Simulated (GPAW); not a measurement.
CdSe (Cadmoselite):

```xyz
4
Lattice="4.3000 0.0000 0.0000 -2.1500 3.7239 0.0000 0.0000 0.0000 7.0200" Properties=species:S:1:pos:R:3 pbc="T T T"
Cd    2.1500    1.2413    3.5100
Cd    0.0000    2.4826    0.0000
Se    2.1500    1.2413    6.2127
Se    0.0000    2.4826    2.7027
```

Base run:

* Program: GPAW 26.7.0
* Functional: LDA
* Potentials or basis: the program's PAW data sets (release 1.2.1) made for this functional
* Cutoff: 450 eV
* Basis: pw
* k mesh: 6 × 6 × 3
* Occupations: fermi-dirac, width 0.01 eV
* Spin: no spin polarisation

Its results: band gap on the k mesh 0.42 eV, direct; pressure -2.8 GPa; largest force 0.252 eV/Å.

The run is repeated on the same cell with these changes: functional from LDA to PBE; potentials or basis from the program's PAW data sets (release 1.2.1) made for this functional to GPAW PAW data sets (gpaw-data 1.2.1). What comes out?

Band gap on the k mesh 0.70 eV, direct; pressure 2.0 GPa; largest force 0.282 eV/Å.

Caveats: the cutoff is short for stress and forces, so pressures can be off by a GPa or more.

